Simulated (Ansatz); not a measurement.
Re:

```
CELL_PARAMETERS angstrom
0.00000 1.97500 1.97500
1.97500 0.00000 1.97500
1.97500 1.97500 0.00000
ATOMIC_POSITIONS crystal
Re 0.00000 0.00000 0.00000
```

This isn't the form of Re at room conditions, which is hcp.

```yaml
Program: Ansatz 0.2.0
Task: relaxation of cell and atoms
Functional: RPBE
Potentials_or_basis: Ansatz PAW
Cutoff: "420 eV (not typed: the program's choice for these potentials)"
k_mesh: 12 × 12 × 12
Occupations: fermi-dirac, width 0.05 eV
Spin: no spin polarisation
```

At the start: volume 15.41 Å³/atom.

Where does the relaxation end?

It ends after 4 steps and the volume is 15.16 Å³/atom (-1.6 %); space group Fm-3m (No. 225, to 0.05 Å).

The path:
```tsv
step	energy change (eV)	largest force (eV/Å)	volume (Å³)
1	0.0000	0.0000	15.41
2	-0.0044	0.0000	15.18
3	-0.0044	0.0000	15.16
4	-0.0042	0.0000	15.16
```

Final structure:
```
Re
1.0
     0.00000    1.96457    1.96457
     1.96457    0.00000    1.96457
     1.96457    1.96457    0.00000
Re
1
Direct
  0.00000 0.00000 0.00000
```

Caveat: the plane-wave basis is chosen anew once the cell has moved, so the energies of steps on either side of that aren't comparable; the PAW data sets come from PBE, with cores solved anew for the run's functional, which leaves a small shift of forces and pressure.
